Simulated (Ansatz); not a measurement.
## Relaxation path: Hf (simple hexagonal type)

DFT, PBE, PAW with Ansatz's default frozen-core files, scalar-relativistic (Ansatz 0.2.0); a Γ-centred 16×16×15 k mesh, Fermi–Dirac smearing of 0.1 eV, no spin polarisation. The run relaxes shape and atoms at held volume.

Command: `ansatz run input.yaml --threads 1 --pin off --max-ram 2048MiB --backend cpu --events-out ev --progress --plain --runs-dir out` It took 20 s on 1 thread of Arm Neoverse V1 (shared host), peak memory 0.36 GiB.

```yaml
crystal:
  lattice:
    - [2.7577834454, 0.0, 0.0]
    - [-1.3788917227, 2.3883105219, 0.0]
    - [0.0, 0.0, 2.7668305353]
  atoms:
    - { symbol: Hf, position: [0.0, 0.0, 0.0] }
kpoints:
  mp_grid: { grid: [16, 16, 15] }
scf:
  occupations: { method: fermi_dirac, width: 0.1 }
hamiltonian:
  xc: pbe
  pseudopotentials: { kind: paw }
output:
  forces: true
  stress: true
relax:
  f_tol: 0.005
  max_steps: 30
  cell: { stress_tol: 0.13, fix: [volume] }
```

Each step lists its free energy a cell above the last geometry, the pressure, the cell vectors (Å), and Cartesian positions (Å) with forces (eV/Å).

The first step:

```
step 1  dF = 6.19 meV  P = 35.0 GPa
  cell 2.7578 0.0000 0.0000  -1.3789 2.3883 0.0000  0.0000 0.0000 2.7668
  Hf 0.0000 0.0000 0.0000   0.0000 0.0000 0.0000
```

Spin–orbit coupling is left out, which matters for the heavy atoms.

**Question.** Where does the relaxation end, and by which steps?

**Answer.** After 4 geometries, with conventional a, b, c = 2.777, 2.777, 2.729 Å, at 18.224 Å³/atom and 34.4 GPa in space group P6/mmm, with a shortest distance of 2.729 Å. The further steps:
```
step 2  dF = 7.18 meV  P = 34.0 GPa  (not accepted)
  cell 2.7991 0.0000 0.0000  -1.3996 2.4241 0.0000  0.0000 0.0000 2.6857
  Hf 0.0000 0.0000 0.0000   0.0000 0.0000 0.0000
step 3  dF = 0.01 meV  P = 34.4 GPa
  cell 2.7778 0.0000 0.0000  -1.3889 2.4056 0.0000  0.0000 0.0000 2.7271
  Hf 0.0000 0.0000 0.0000   0.0000 0.0000 0.0000
step 4  dF = 0.00 meV  P = 34.4 GPa
  cell 2.7770 0.0000 0.0000  -1.3885 2.4049 0.0000  0.0000 0.0000 2.7287
  Hf 0.0000 0.0000 0.0000   0.0000 0.0000 0.0000
step 5  dF = -0.01 meV  P = 34.4 GPa  (same geometry on a basis chosen anew; earlier energies don't compare to the last digit)
  cell 2.7770 0.0000 0.0000  -1.3885 2.4049 0.0000  0.0000 0.0000 2.7287
  Hf 0.0000 0.0000 0.0000   0.0000 0.0000 0.0000
```
